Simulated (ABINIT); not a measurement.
Input of an ABINIT 10.8.3 (patched build) run:

File run.abi:

```
# Pseudopotentials
pp_dirpath "./"
pseudos "Si.upf"

# Structure
acell 7.2401406968 7.240140697 11.9669212312
rprim
     1.0000000000     0.0000000000     0.0000000000
    -0.5000000000     0.8660254038     0.0000000000
     0.0000000000     0.0000000000     1.0000000000
ntypat 1
znucl 14
natom 4
typat 1 1 1 1
xred
     0.6666666667     0.3333333333     0.9369905000
     0.3333333333     0.6666666667     0.4369905000
     0.6666666667     0.3333333333     0.5630095000
     0.3333333333     0.6666666667     0.0630095000

# Plane-wave basis
ecut 14.0

# k points
kptopt 1
ngkpt 6 6 3
nshiftk 1
shiftk 0.0 0.0 0.0

# Exchange and correlation
ixc -116133

# Bands and occupations
nband 12
occopt 3
tsmear 0.00183747

# SCF cycle
nstep 100
tolvrs 1.0e-10

# Output
iomode 3
prtwf 0
prtden 0
prteig 0
prtebands 0
prtvol 2
```

Potentials or basis: PseudoDojo NC SR PBEsol v0.4 stringent.

Run with:

```sh
$ abinit run.abi > log 2>&1
```

What does it give for the pressure?

-0.5 GPa.

Estimate the largest force.

0.012 eV/Å.

Forces in eV/Å, atoms in the order of the input:
```
Si   0.000  0.000  0.012
Si   0.000  0.000  0.012
Si   0.000  0.000 -0.012
Si   0.000  0.000 -0.012
```

Caveat: the cutoff is short for stress, so the pressure is rough.
